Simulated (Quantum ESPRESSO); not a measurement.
## CoO under changes of volume

One of the cells (11.575 Å³/atom); the others are scaled copies at fixed shape and fractional positions:

```
Co O
1.0
     3.19765    0.00000    0.00000
    -1.59882    2.76924    0.00000
     0.00000    0.00000    5.22871
Co O
2 2
Direct
  0.33333 0.66667 0.50336
  0.00000 0.00000 0.00347
  0.33333 0.66667 0.87156
  0.00000 0.00000 0.37161
```

Measurements of this composition are mostly on another form, of space group No. 225.

```yaml
Program: Quantum ESPRESSO 7.5
Functional: PBEsol
Potentials_or_basis: GBRV 1.5 PBEsol
Cutoff: 762 eV
Density_cutoff: 6095 eV
k_mesh: 10 × 10 × 5
Occupations: fermi-dirac, width 0.05 eV
Spin: collinear spin, ferromagnetic start
Starting_moments: "[2.0, 2.0, 0.0, 0.0] μB"
```

| volume (Å³/atom) | energy over the lowest point (meV/atom) | pressure (GPa) | moment (μB per cell) |
| --- | --- | --- | --- |
| 10.881 | 0.00 | 1.2 | 5.68 |
| 11.112 | 0.21 | -1.8 | 5.80 |
| 11.344 | 4.56 | -4.6 | 5.89 |
| 11.575 | 12.79 | -7.2 | 5.94 |
| 11.807 | ? | ? | ? |
| 12.038 | 39.83 | -11.9 | 5.99 |
| 12.270 | 58.10 | -13.9 | 6.00 |

Task: What does the run at 11.807 Å³/atom give?

Result: Energy over the lowest point 24.62 meV/atom; pressure -9.6 GPa; moment 5.97 μB per cell.

Worked out: A Birch-Murnaghan fit of order 3 (a polynomial in V^(-2/3)) to the other rows has its minimum at 10.99 Å³/atom with B0 = V·E''(V) = 143 GPa (rough, since the energies scatter) at fixed shape and positions, which overstates the stiffness. It gives 24.67 meV/atom at 11.807 Å³/atom, against the run's 24.62, and -dE/dV = -9.4 GPa, against -9.6. A parabola through the other rows of the moment, of slope 0.12 μB per Å³/atom there, gives 5.98 μB, against the run's 5.97.

Energies are extrapolated to zero smearing.
